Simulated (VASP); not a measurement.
# Cu (P6_3/mmc) in VASP: notebook

Aim: see how the results for Cu move with the level of theory and the settings. Levels: PBE, r2SCAN. Tasks: single point, relaxation of cell and atoms.

Program: VASP 6.6.1. These are calculated values, not measurements. Logs are shortened: lines on timing, memory, paths and dates and some standing lists are left out, and cuts for length are marked.

### 1 The structure

It takes space group P6_3/mmc (No. 194, hexagonal). The conventional cell has a = 2.576 Å, b = 2.576 Å, c = 4.167 Å, α = 90.00°, β = 90.00°, γ = 120.00°. Cu (site symmetry -6m2) has 12 Cu at 2.56 to 2.58 Å as nearest neighbours.

The cell was built by a generator and needn't be a form met in nature.

### 2 Single point, PBE

The input, INCAR:

```
  ALGO = Normal
  EDIFF = 1E-6
  ENCUT = 520
  GGA = PE
  ISIF = 2
  ISMEAR = 0
  LASPH = T
  LCHARG = F
  LREAL = F
  LWAVE = F
  NBANDS = 18
  NELM = 100
  PREC = Accurate
  SIGMA = 0.05
```

The input, KPOINTS:

```
k-points
0
Gamma
  8 8 6
```

The input, POSCAR:

```
Cu
1.0
    2.5757236535      0.0000000000      0.0000000000
   -1.2878618268      2.2306421170      0.0000000000
    0.0000000000      0.0000000000      4.1669394863
Cu
2
Direct
    0.3333333333      0.6666666667      0.7500000000
    0.6666666667      0.3333333333      0.2500000000
```

Potentials or basis: VASP PAW PBE potentials, release 64 (Cu).

Started as:

```bash
> cat potpaw_PBE.64/Cu/POTCAR > POTCAR
> mpirun -np 1 vasp_std > vasp.out
```

OUTCAR:

```text
EDIFF = 1E-6
   ENCUT = 520
   GGA = PE
   ISIF = 2
   ISMEAR = 0
   LASPH = T
   LREAL = F
   NELM = 100
   PREC = Accurate

 ion  position               nearest neighbor table
   1  0.333  0.667  0.750-   2 2.56   2 2.56   2 2.56   2 2.56   2 2.56   2 2.56
   2  0.667  0.333  0.250-   1 2.56   1 2.56   1 2.56   1 2.56   1 2.56   1 2.56

  LATTYP: Found a hexagonal cell.
 ALAT       =     2.5757236535
 C/A-ratio  =     1.6177742828

  Lattice vectors:

 A1 = (   2.5757236535,   0.0000000000,   0.0000000000)
 A2 = (  -1.2878618268,   2.2306421170,   0.0000000000)
 A3 = (   0.0000000000,   0.0000000000,   4.1669394863)

Analysis of symmetry for initial positions (statically):
=====================================================================
 Subroutine PRICEL returns:
 Original cell was already a primitive cell.

 Routine SETGRP: Setting up the symmetry group for a
 hexagonal supercell.

 Subroutine GETGRP returns: Found 24 space group operations
 (whereof 12 operations were pure point group operations)
 out of a pool of 24 trial point group operations.

The static configuration has the point symmetry D_3d.
 The point group associated with its full space group is D_6h.

Analysis of symmetry for dynamics (positions and initial velocities):
=====================================================================
 Subroutine PRICEL returns:
 Original cell was already a primitive cell.

 Routine SETGRP: Setting up the symmetry group for a
 hexagonal supercell.

 Subroutine GETGRP returns: Found 24 space group operations
 (whereof 12 operations were pure point group operations)
 out of a pool of 24 trial point group operations.

The dynamic configuration has the point symmetry D_3d.
 The point group associated with its full space group is D_6h.

 Subroutine INISYM returns: Found 24 space group operations
 (whereof 12 operations are pure point group operations),
 and found     1 'primitive' translations

----------------------------------------------------------------------------------------

                                     Primitive cell

  volume of cell :      23.9412

  direct lattice vectors                    reciprocal lattice vectors
     2.575723653  0.000000000  0.000000000     0.388240407  0.224150704  0.000000000
    -1.287861827  2.230642117  0.000000000     0.000000000  0.448301407  0.000000000
     0.000000000  0.000000000  4.166939486     0.000000000  0.000000000  0.239984287

  length of vectors
     2.575723653  2.575723653  4.166939486     0.448301407  0.448301407  0.239984287

  position of ions in fractional coordinates (direct lattice)
     0.333333333  0.666666667  0.750000000
     0.666666667  0.333333333  0.250000000

  ion indices of the primitive-cell ions
   primitive index   ion index
                 1           1
                 2           2

----------------------------------------------------------------------------------------

 KPOINTS: k-points

Automatic generation of k-mesh.
 Grid dimensions read from file:
 generate k-points for:    8    8    6

 Generating k-lattice:

  Cartesian coordinates                     Fractional coordinates (reciprocal lattice)
     0.048530051  0.028018838  0.000000000     0.125000000  0.000000000  0.000000000
     0.000000000  0.056037676  0.000000000     0.000000000  0.125000000  0.000000000
     0.000000000  0.000000000  0.039997381     0.000000000  0.000000000  0.166666667

  Length of vectors
     0.056037676  0.056037676  0.039997381

  Shift w.r.t. Gamma in fractional coordinates (k-lattice)
     0.000000000  0.000000000  0.000000000

 Subroutine IBZKPT returns following result:
 ===========================================

 Found     40 irreducible k-points:

 Following reciprocal coordinates:
            Coordinates               Weight
  0.000000  0.000000  0.000000      1.000000
  0.125000  0.000000  0.000000      6.000000
  0.250000  0.000000  0.000000      6.000000
  0.375000  0.000000  0.000000      6.000000
  0.500000  0.000000  0.000000      3.000000
  0.125000  0.125000  0.000000      6.000000
[... 16 lines left out ...]
  0.250000  0.000000  0.333333     12.000000
  0.375000  0.000000  0.333333     12.000000
 [... further k-points ...]
   k-points           NKPTS =     40   k-points in BZ     NKDIM =     40   number of bands    NBANDS=     18
   number of dos      NEDOS =    301   number of ions     NIONS =      2
   total plane-waves  NPLWV =  12800
   dimension x,y,z NGX =    20 NGY =   20 NGZ =   32
   dimension x,y,z NGXF=    40 NGYF=   40 NGZF=   64
   ions per type =               2
   NGX,Y,Z   is equivalent  to a cutoff of  12.91, 12.91, 12.77 a.u.
   NGXF,Y,Z  is equivalent  to a cutoff of  25.82, 25.82, 25.53 a.u.
 SYSTEM =  unknown system
   PREC   = accura    normal or accurate (medium, high low for compatibility)
   ISTART =      0    job   : 0-new  1-cont  2-samecut
   ICHARG =      2    charge: 1-file 2-atom 10-const
   ISPIN  =      1    spin polarized calculation?
   LNONCOLLINEAR =      F non collinear calculations
   LSORBIT =      F    spin-orbit coupling
   LASPH  =      T    aspherical Exc in radial PAW
   ENCUT  =  520.0 eV  38.22 Ry    6.18 a.u.   4.79  4.79  7.75*2*pi/ulx,y,z
   NELM   =    100;   NELMIN=  2; NELMDL= -5     # of ELM steps
   EDIFF  = 0.1E-05   stopping-criterion for ELM
[... 8 lines left out ...]
   TEBEG  =    0.0;   TEEND  =   0.0 temperature during run
   PSTRESS=    0.0 pullay stress
   NELECT =      22.0000    total number of electrons
   NUPDOWN=      -1.0000    fix difference up-down
   EMIN   =  10.00;   EMAX   =-10.00  energy-range for DOS
[... 5 lines left out ...]
     AMIX     =   0.40;   BMIX     =  1.00
     AMIX_MAG =   1.60;   BMIX_MAG =  1.00
  volume/ion in A,a.u.               =      11.97        80.78
  Fermi-wavevector in a.u.,A,eV,Ry     =   1.591599  3.007686 34.466098  2.533187
  Thomas-Fermi vector in A             =   2.690114
   LORBIT       =      0    0 simple, 1 ext, 2 COOP (PROOUT), +10 PAW based schemes
   GGA     = PE    functional components
[... 5 lines left out ...]
 non-spin polarized calculation
 Gauss-broadening in eV      SIGMA  =   0.05
  energy-cutoff  :      520.00
  volume of cell :       23.94
 maximum number of plane-waves:       660
 NGX is ok and might be reduce to    20
   NGX =  9   NGY =  9   NGZ = 15

 number of electron      22.0000004 magnetization

 Free energy of the ion-electron system (eV)
  ---------------------------------------------------
  ext. energy  EPLUGINS =         0.00000000
  ---------------------------------------------------
  free energy    TOTEN  =        -7.41245079 eV

  energy without entropy =       -7.41077824  energy(sigma->0) =       -7.41161451

 E-fermi :   7.3797     XC(G=0): -12.6479

 val. band max:        7.3186127088   @ k =   0.5000   0.0000   0.1667
 cond. band min:       7.4009082745   @ k =   0.5000   0.0000   0.0000
 fundamental gap:      0.0822955656
 Fermi energy:         7.3797162356

 k-point     1 :       0.0000    0.0000    0.0000
  band No.  band energies     occupation
      1      -1.8300      2.00000
      2       2.4351      2.00000
      3       4.4603      2.00000
      4       4.4876      2.00000
      5       4.4876      2.00000
      6       4.6972      2.00000
[... 10 lines left out ...]
     17      30.4586      0.00000
     18      30.4587      0.00000

 k-point     2 :       0.1250    0.0000    0.0000
  band No.  band energies     occupation
      1      -1.3367      2.00000
      2       2.7001      2.00000
      3       4.2301      2.00000
      4       4.5943      2.00000
      5       4.6140      2.00000
      6       4.6611      2.00000
[... 10 lines left out ...]
     17      30.7354      0.00000
     18      31.8364      0.00000

 k-point     3 :       0.2500    0.0000    0.0000
  band No.  band energies     occupation
      1       0.0556      2.00000
      2       3.1565      2.00000
      3       3.8034      2.00000
      4       4.0047      2.00000
      5       4.4674      2.00000
      6       4.6346      2.00000
[... 10 lines left out ...]
     17      25.5724      0.00000
     18      27.6232      0.00000

 k-point     4 :       0.3750    0.0000    0.0000
  band No.  band energies     occupation
      1       1.8550      2.00000
      2       3.0990      2.00000
      3       3.3182      2.00000
      4       4.1159      2.00000
      5       4.4535      2.00000
      6       4.5982      2.00000
[... 10 lines left out ...]
     17      21.2892      0.00000
     18      26.2981      0.00000

 k-point     5 :       0.5000    0.0000    0.0000
  band No.  band energies     occupation
      1       2.6669      2.00000
      2       2.9341      2.00000
      3       3.1631      2.00000
      4       4.3835      2.00000
      5       4.4191      2.00000
      6       4.5272      2.00000
[... 10 lines left out ...]
     17      20.2508      0.00000
     18      26.0497      0.00000

 k-point     6 :       0.1250    0.1250    0.0000
  band No.  band energies     occupation
      1      -0.3885      2.00000
      2       3.1017      2.00000
      3       3.9769      2.00000
      4       4.0215      2.00000
      5       4.5144      2.00000
      6       4.5922      2.00000
[... 307 lines left out ...]
 k-point    21 :       0.0000    0.0000    0.3333
  band No.  band energies     occupation
      1      -0.8369      2.00000
      2       1.5489      2.00000
      3       4.2961      2.00000
      4       4.4043      2.00000
      5       4.4043      2.00000
      6       4.4714      2.00000
[... 10 lines left out ...]
     17      29.7258      0.00000
     18      29.9468      0.00000

 k-point    22 :       0.1250    0.0000    0.3333
  band No.  band energies     occupation
      1      -0.3676      2.00000
      2       1.9275      2.00000
      3       4.0337      2.00000
      4       4.2635      2.00000
      5       4.2993      2.00000
      6       4.5377      2.00000
[... 10 lines left out ...]
     17      26.9317      0.00000
     18      28.4717      0.00000

 k-point    23 :       0.2500    0.0000    0.3333
  band No.  band energies     occupation
      1       0.9015      2.00000
      2       2.7086      2.00000
      3       3.6556      2.00000
      4       4.0679      2.00000
      5       4.2708      2.00000
      6       4.6320      2.00000
[... 10 lines left out ...]
     17      25.7338      0.00000
     18      27.1231      0.00000

 k-point    24 :       0.3750    0.0000    0.3333
  band No.  band energies     occupation
      1       2.2034      2.00000
      2       2.8950      2.00000
      3       3.5305      2.00000
      4       3.8545      2.00000
      5       4.7244      2.00000
      6       4.7297      2.00000
[... 10 lines left out ...]
     17      25.7665      0.00000
     18      25.9314      0.00000

 [... further k-points ...]

------------------------ aborting loop because EDIFF is reached ----------------------------------------

  FORCE on cell =-STRESS in cart. coord.  units (eV):
  Direction    XX          YY          ZZ          XY          YZ          ZX
  --------------------------------------------------------------------------------------
  -------------------------------------------------------------------------------------
  Total        0.1311698      0.1311698      0.1066810     -0.0000000      0.0000000      0.0000000
  in kB        8.7780533      8.7780533      7.1392303     -0.0000000      0.0000000      0.0000000
  external PRESSURE =       8.2317790 kB  Pullay stress =       0.0000000 kB

 VOLUME and BASIS-vectors are now :
 -----------------------------------------------------------------------------
  energy-cutoff  :      520.00
  volume of cell :       23.94
      direct lattice vectors                 reciprocal lattice vectors
     2.575723653  0.000000000  0.000000000     0.388240407  0.224150704  0.000000000
    -1.287861827  2.230642117  0.000000000     0.000000000  0.448301407  0.000000000
     0.000000000  0.000000000  4.166939486     0.000000000  0.000000000  0.239984287

 POSITION                                       TOTAL-FORCE (eV/Angst)
 -----------------------------------------------------------------------------------
     -0.00000      1.48709      3.12520         0.000000      0.000000      0.000000
      1.28786      0.74355      1.04173        -0.000000      0.000000     -0.000000
 -----------------------------------------------------------------------------------
    total drift:                               -0.000000      0.000000     -0.000000

  FREE ENERGIE OF THE ION-ELECTRON SYSTEM (eV)
  ---------------------------------------------------
  free  energy   TOTEN  =        -7.4124507855 eV

  energy  without entropy=       -7.4107782393  energy(sigma->0) =       -7.41161451
```

Wall time 12 s (1 thread of Intel Xeon Platinum 8488C (Sapphire Rapids), shared host); peak memory 0.14 GiB.

Results:

| Quantity | Value |
| --- | --- |
| Free energy | -7.4125 eV |
| Pressure | 0.8 GPa |
| Band gap on the k mesh | none (metal or under the smearing width) |

Stress tensor (GPa, compression positive):
```
0.88 0.00 0.00
0.00 0.88 0.00
0.00 0.00 0.71
```

[end of part 1 of 2]
